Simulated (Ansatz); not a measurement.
A relaxation computed with Ansatz, from input to last step.

```yaml
crystal:
  lattice:
    - [3.3178488582, 0.0, 0.0]
    - [-1.6589244291, 2.8733413971, 0.0]
    - [0.0, 0.0, 36.41830731]
  atoms:
    - { symbol: W, position: [0.66666667, 0.33333333, 0.90611047] }
    - { symbol: W, position: [0.66666667, 0.33333333, 0.280468] }
    - { symbol: W, position: [0.33333333, 0.66666667, 0.719532] }
    - { symbol: W, position: [0.33333333, 0.66666667, 0.09388953] }
    - { symbol: Se, position: [0.33333333, 0.66666667, 0.95178674] }
    - { symbol: Se, position: [0.33333333, 0.66666667, 0.32610682] }
    - { symbol: Se, position: [0.66666667, 0.33333333, 0.76520455] }
    - { symbol: Se, position: [0.66666667, 0.33333333, 0.1395502] }
    - { symbol: Se, position: [0.33333333, 0.66666667, 0.8604498] }
    - { symbol: Se, position: [0.33333333, 0.66666667, 0.23479545] }
    - { symbol: Se, position: [0.66666667, 0.33333333, 0.67389318] }
    - { symbol: Se, position: [0.66666667, 0.33333333, 0.04821326] }
basis:
  ecutwfc: 420
kpoints:
  mp_grid: { grid: [12, 12, 1] }
hamiltonian:
  xc: pbe
scf:
  occupations: { method: gaussian, width: 0.02 }
output:
  forces: true
  stress: true
  eigenvalues: true
relax:
  adjacent_minimum: "off"
  f_tol: 0.01
  max_steps: 40
```

```bash
ansatz run input.yaml --threads 2 --pin off --max-ram 5120MiB --backend cpu --events-out ev --progress --plain --runs-dir out
```

The calculation used DFT PBE, scalar-relativistic, plane waves, PAW in Ansatz 0.2.0.

Of 10 frames 10 are shown, positions in Å and forces in eV/Å; the SCF threshold varies from step to step.

```xyz
12
Lattice="3.3178 0.0000 0.0000 -1.6589 2.8733 0.0000 0.0000 0.0000 36.4183" Properties=species:S:1:pos:R:3:forces:R:3 pbc="T T T" step=1 free_energy_over_end_meV_per_atom=4.73
W     1.6589    0.9578   32.9990    0.0000    0.0000    0.0102
W     1.6589    0.9578   10.2142    0.0000    0.0000    0.0041
W     0.0000    1.9156   26.2041    0.0000    0.0000   -0.0041
W     0.0000    1.9156    3.4193    0.0000    0.0000   -0.0102
Se    0.0000    1.9156   34.6625    0.0000    0.0000    0.2444
Se    0.0000    1.9156   11.8763    0.0000    0.0000    0.2937
Se    1.6589    0.9578   27.8675    0.0000    0.0000    0.2430
Se    1.6589    0.9578    5.0822    0.0000    0.0000    0.2473
Se    0.0000    1.9156   31.3361    0.0000    0.0000   -0.2473
Se    0.0000    1.9156    8.5509    0.0000    0.0000   -0.2430
Se    1.6589    0.9578   24.5420    0.0000    0.0000   -0.2937
Se    1.6589    0.9578    1.7558    0.0000    0.0000   -0.2444
12
Lattice="3.3178 0.0000 0.0000 -1.6589 2.8733 0.0000 0.0000 0.0000 36.4183" Properties=species:S:1:pos:R:3:forces:R:3 pbc="T T T" step=2 free_energy_over_end_meV_per_atom=4.49
W     1.6589    0.9578   33.0201    0.0000    0.0000   -0.0154
W     1.6589    0.9578   10.3717    0.0000    0.0000    0.0254
W     0.0000    1.9156   26.0466    0.0000    0.0000   -0.0254
W     0.0000    1.9156    3.3982    0.0000    0.0000    0.0154
Se    0.0000    1.9156   34.7163    0.0000    0.0000   -0.3208
Se    0.0000    1.9156   12.0709    0.0000    0.0000   -0.3305
Se    1.6589    0.9578   27.7452    0.0000    0.0000   -0.3395
Se    1.6589    0.9578    5.0948    0.0000    0.0000   -0.3062
Se    0.0000    1.9156   31.3235    0.0000    0.0000    0.3062
Se    0.0000    1.9156    8.6731    0.0000    0.0000    0.3395
Se    1.6589    0.9578   24.3474    0.0000    0.0000    0.3305
Se    1.6589    0.9578    1.7020    0.0000    0.0000    0.3208
12
Lattice="3.3178 0.0000 0.0000 -1.6589 2.8733 0.0000 0.0000 0.0000 36.4183" Properties=species:S:1:pos:R:3:forces:R:3 pbc="T T T" step=3 free_energy_over_end_meV_per_atom=1.86
W     1.6589    0.9578   32.9748    0.0000    0.0000   -0.0051
W     1.6589    0.9578   10.4429    0.0000    0.0000    0.0108
W     0.0000    1.9156   25.9754    0.0000    0.0000   -0.0108
W     0.0000    1.9156    3.4435    0.0000    0.0000    0.0051
Se    0.0000    1.9156   34.6539    0.0000    0.0000   -0.0237
Se    0.0000    1.9156   12.1230    0.0000    0.0000   -0.0166
Se    1.6589    0.9578   27.6558    0.0000    0.0000   -0.0344
Se    1.6589    0.9578    5.1226    0.0000    0.0000   -0.0143
Se    0.0000    1.9156   31.2957    0.0000    0.0000    0.0143
Se    0.0000    1.9156    8.7625    0.0000    0.0000    0.0344
Se    1.6589    0.9578   24.2954    0.0000    0.0000    0.0166
Se    1.6589    0.9578    1.7644    0.0000    0.0000    0.0237
12
Lattice="3.3178 0.0000 0.0000 -1.6589 2.8733 0.0000 0.0000 0.0000 36.4183" Properties=species:S:1:pos:R:3:forces:R:3 pbc="T T T" step=4 free_energy_over_end_meV_per_atom=1.45
W     1.6589    0.9578   32.9408    0.0000    0.0000   -0.0036
W     1.6589    0.9578   10.5193    0.0000    0.0000    0.0070
W     0.0000    1.9156   25.8990    0.0000    0.0000   -0.0070
W     0.0000    1.9156    3.4775    0.0000    0.0000    0.0036
Se    0.0000    1.9156   34.6189    0.0000    0.0000    0.0009
Se    0.0000    1.9156   12.1972    0.0000    0.0000    0.0202
Se    1.6589    0.9578   27.5774    0.0000    0.0000    0.0031
Se    1.6589    0.9578    5.1555    0.0000    0.0000    0.0066
Se    0.0000    1.9156   31.2628    0.0000    0.0000   -0.0066
Se    0.0000    1.9156    8.8409    0.0000    0.0000   -0.0031
Se    1.6589    0.9578   24.2211    0.0000    0.0000   -0.0202
Se    1.6589    0.9578    1.7994    0.0000    0.0000   -0.0009
12
Lattice="3.3178 0.0000 0.0000 -1.6589 2.8733 0.0000 0.0000 0.0000 36.4183" Properties=species:S:1:pos:R:3:forces:R:3 pbc="T T T" step=5 free_energy_over_end_meV_per_atom=0.75
W     1.6589    0.9578   32.8692    0.0000    0.0000   -0.0018
W     1.6589    0.9578   10.7145    0.0000    0.0000    0.0033
W     0.0000    1.9156   25.7038    0.0000    0.0000   -0.0033
W     0.0000    1.9156    3.5491    0.0000    0.0000    0.0018
Se    0.0000    1.9156   34.5474    0.0000    0.0000    0.0085
Se    0.0000    1.9156   12.3922    0.0000    0.0000    0.0223
Se    1.6589    0.9578   27.3821    0.0000    0.0000    0.0109
Se    1.6589    0.9578    5.2272    0.0000    0.0000    0.0114
Se    0.0000    1.9156   31.1911    0.0000    0.0000   -0.0114
Se    0.0000    1.9156    9.0362    0.0000    0.0000   -0.0109
Se    1.6589    0.9578   24.0261    0.0000    0.0000   -0.0223
Se    1.6589    0.9578    1.8709    0.0000    0.0000   -0.0085
12
Lattice="3.3178 0.0000 0.0000 -1.6589 2.8733 0.0000 0.0000 0.0000 36.4183" Properties=species:S:1:pos:R:3:forces:R:3 pbc="T T T" step=6 free_energy_over_end_meV_per_atom=0.34
W     1.6589    0.9578   32.8012    0.0000    0.0000   -0.0008
W     1.6589    0.9578   10.9083    0.0000    0.0000    0.0022
W     0.0000    1.9156   25.5100    0.0000    0.0000   -0.0022
W     0.0000    1.9156    3.6171    0.0000    0.0000    0.0008
Se    0.0000    1.9156   34.4802    0.0000    0.0000   -0.0004
Se    0.0000    1.9156   12.5870    0.0000    0.0000    0.0064
Se    1.6589    0.9578   27.1891    0.0000    0.0000    0.0001
Se    1.6589    0.9578    5.2961    0.0000    0.0000    0.0014
Se    0.0000    1.9156   31.1223    0.0000    0.0000   -0.0014
Se    0.0000    1.9156    9.2292    0.0000    0.0000   -0.0001
Se    1.6589    0.9578   23.8313    0.0000    0.0000   -0.0064
Se    1.6589    0.9578    1.9381    0.0000    0.0000    0.0004
12
Lattice="3.3178 0.0000 0.0000 -1.6589 2.8733 0.0000 0.0000 0.0000 36.4183" Properties=species:S:1:pos:R:3:forces:R:3 pbc="T T T" step=7 free_energy_over_end_meV_per_atom=0.34
W     1.6589    0.9578   32.8012    0.0000    0.0000   -0.0008
W     1.6589    0.9578   10.9083    0.0000    0.0000    0.0022
W     0.0000    1.9156   25.5100    0.0000    0.0000   -0.0022
W     0.0000    1.9156    3.6171    0.0000    0.0000    0.0008
Se    0.0000    1.9156   34.4802    0.0000    0.0000   -0.0004
Se    0.0000    1.9156   12.5870    0.0000    0.0000    0.0064
Se    1.6589    0.9578   27.1891    0.0000    0.0000    0.0001
Se    1.6589    0.9578    5.2961    0.0000    0.0000    0.0014
Se    0.0000    1.9156   31.1223    0.0000    0.0000   -0.0014
Se    0.0000    1.9156    9.2292    0.0000    0.0000   -0.0001
Se    1.6589    0.9578   23.8313    0.0000    0.0000   -0.0064
Se    1.6589    0.9578    1.9381    0.0000    0.0000    0.0004
12
Lattice="3.3178 0.0000 0.0000 -1.6589 2.8733 0.0000 0.0000 0.0000 36.4183" Properties=species:S:1:pos:R:3:forces:R:3 pbc="T T T" step=8 free_energy_over_end_meV_per_atom=0.12
W     1.6589    0.9578   32.7349    0.0000    0.0000   -0.0004
W     1.6589    0.9578   11.1028    0.0000    0.0000    0.0014
W     0.0000    1.9156   25.3155    0.0000    0.0000   -0.0014
W     0.0000    1.9156    3.6834    0.0000    0.0000    0.0004
Se    0.0000    1.9156   34.4143    0.0000    0.0000   -0.0038
Se    0.0000    1.9156   12.7819    0.0000    0.0000   -0.0010
Se    1.6589    0.9578   26.9950    0.0000    0.0000   -0.0038
Se    1.6589    0.9578    5.3627    0.0000    0.0000   -0.0026
Se    0.0000    1.9156   31.0556    0.0000    0.0000    0.0026
Se    0.0000    1.9156    9.4233    0.0000    0.0000    0.0038
Se    1.6589    0.9578   23.6364    0.0000    0.0000    0.0010
Se    1.6589    0.9578    2.0040    0.0000    0.0000    0.0038
12
Lattice="3.3178 0.0000 0.0000 -1.6589 2.8733 0.0000 0.0000 0.0000 36.4183" Properties=species:S:1:pos:R:3:forces:R:3 pbc="T T T" step=9 free_energy_over_end_meV_per_atom=0.02
W     1.6589    0.9578   32.6675    0.0000    0.0000   -0.0002
W     1.6589    0.9578   11.2980    0.0000    0.0000    0.0006
W     0.0000    1.9156   25.1203    0.0000    0.0000   -0.0006
W     0.0000    1.9156    3.7508    0.0000    0.0000    0.0002
Se    0.0000    1.9156   34.3469    0.0000    0.0000   -0.0031
Se    0.0000    1.9156   12.9773    0.0000    0.0000   -0.0023
Se    1.6589    0.9578   26.7998    0.0000    0.0000   -0.0030
Se    1.6589    0.9578    5.4302    0.0000    0.0000   -0.0025
Se    0.0000    1.9156   30.9881    0.0000    0.0000    0.0025
Se    0.0000    1.9156    9.6185    0.0000    0.0000    0.0030
Se    1.6589    0.9578   23.4410    0.0000    0.0000    0.0023
Se    1.6589    0.9578    2.0714    0.0000    0.0000    0.0031
12
Lattice="3.3178 0.0000 0.0000 -1.6589 2.8733 0.0000 0.0000 0.0000 36.4183" Properties=species:S:1:pos:R:3:forces:R:3 pbc="T T T" step=10 free_energy_over_end_meV_per_atom=0.00
W     1.6589    0.9578   32.6306    0.0000    0.0000   -0.0001
W     1.6589    0.9578   11.3998    0.0000    0.0000    0.0001
W     0.0000    1.9156   25.0185    0.0000    0.0000   -0.0001
W     0.0000    1.9156    3.7877    0.0000    0.0000    0.0001
Se    0.0000    1.9156   34.3099    0.0000    0.0000   -0.0002
Se    0.0000    1.9156   13.0789    0.0000    0.0000   -0.0003
Se    1.6589    0.9578   26.6979    0.0000    0.0000   -0.0005
Se    1.6589    0.9578    5.4670    0.0000    0.0000    0.0002
Se    0.0000    1.9156   30.9514    0.0000    0.0000   -0.0002
Se    0.0000    1.9156    9.7204    0.0000    0.0000    0.0005
Se    1.6589    0.9578   23.3394    0.0000    0.0000    0.0003
Se    1.6589    0.9578    2.1084    0.0000    0.0000    0.0002
```

The run took 9.4 min on 2 threads of Intel(R) Xeon(R) Processor @ 2.50GHz (Skylake/Cascade Lake) (shared host), peak memory 1.1 GiB.

Spin–orbit coupling is left out, which can shift energies with elements as heavy as these. The cell holds layers, and where no dispersion correction was added their binding is poorly described.